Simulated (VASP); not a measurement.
Input of a VASP 6.6.1 run:

File INCAR:

```
PREC     = Accurate       # precision mode
ENCUT    = 600            # plane-wave cutoff, eV
EDIFF    = 1E-7           # SCF threshold, eV
ISMEAR   = 0              # smearing method
SIGMA    = 0.03           # smearing width, eV
LREAL    = F              # projectors in reciprocal space
LASPH    = T              # aspherical terms in the spheres
NELM     = 80             # most SCF steps
ALGO     = Fast           # electronic algorithm
ISIF     = 4              # what is computed and relaxed
LWAVE    = F              # write WAVECAR
LCHARG   = F              # write CHGCAR
GGA      = PE             # functional
IVDW     = 12             # dispersion correction
IBRION   = 2              # ionic algorithm
NSW      = 40             # ionic steps
EDIFFG   = -0.01          # ionic threshold
```

The input KPOINTS:

```
regular mesh
0
Gamma
  9 9 5
```

File POSCAR:

```
ZnO                                     
1.0
    3.2620314277      0.0000000000      0.0000000000
   -1.6310157139      2.8250020844     -0.0000000000
    0.0000000000      0.0000000000      5.2646529649
  Zn              O             
     2     2
Direct
     0.3333333332999970    0.6666666667000030    0.4999425256542325
     0.6666666667000030    0.3333333332999970    0.9999425256542326
     0.6666666667000030    0.3333333332999970    0.3790674743457684
     0.3333333332999970    0.6666666667000030    0.8790674743457684
```

Potentials or basis: VASP PAW PBE potentials, release 64 (Zn, O).

Run with:

```console
$ cat potpaw_PBE.64/Zn/POTCAR potpaw_PBE.64/O/POTCAR > POTCAR
$ mpirun -np 1 vasp_std > vasp.out
```

Q: Estimate the dispersion energy per atom.

A: -0.220 eV.

Q: What does it give for the band gap on the k mesh?

A: 0.75 eV, direct.

Forces in eV/Å, atoms in the order of the input:
```
Zn   0.000  0.000  0.004
Zn   0.000  0.000  0.004
O    0.000  0.000 -0.004
O    0.000  0.000 -0.004
```

Caveat: the relaxation stopped at its first step, so nothing moved.

**Measured values to compare with.**

From “Electronic structure of alkaline earth and post-transition metal oxides”, 2009, arxiv:0908.1581, for a bulk crystal of ZnO: band gap 3.37 eV.

Measured gap of ZnO: 3.37 eV (quoted in “Electronic structure of alkaline earth and post-transition metal oxides”, 2009, arxiv:0908.1581). This calculation gives 0.75 eV (-2.62 eV). So large a miss can be the level of theory's own, or it may mean another phase, state or a wrong row. The value is that of PBE+D3(BJ), without temperature or zero-point motion. Semilocal functionals fall short of measured gaps as a rule.
